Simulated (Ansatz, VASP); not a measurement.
Pd in VASP and in Ansatz

```
CELL_PARAMETERS angstrom
0.00000 1.84766 1.94490
1.84766 0.00000 1.94490
1.84766 1.84766 0.00000
ATOMIC_POSITIONS crystal
Pd 0.00000 0.00000 0.00000
```

Change from the starting cell: strain -0.050 along x and y, +0.000 along z, atoms carried along.

Alike in both runs: task single point; functional r2SCAN; k mesh 20 × 20 × 20; occupations gaussian, width 0.15 eV; no spin polarisation.

|  | VASP | Ansatz |
| --- | --- | --- |
| version | VASP 6.6.1 | Ansatz 0.2.0 |
| potentials or method | VASP PAW PBE potentials, release 64 (Pd) | scalar-relativistic, plane waves, PAW |
| plane-wave cutoff (eV) | 520 | 500 |
| valence electrons in the cell | 10 | 18 |

VASP gave:

```
gap on the k mesh at the Fermi level (eV)       : none
pressure (GPa)                                  : 31.5
largest component of the traceless stress (GPa) : 3.22
```

**Question.** Estimate Ansatz's values.

**Answer.** gap on the k mesh at the Fermi level (eV): none; pressure (GPa): 30.1; largest component of the traceless stress (GPa): 3.10.

A gap of «none» marks a metal or a gap that the smearing closes. The two sets of potentials don't hold the same shells in valence.

Caveats: so large a pressure means that the cell lies far from this level's equilibrium, or that cutoff or potentials fall short (VASP); the potentials were made for another functional, which shifts forces and pressure (VASP).
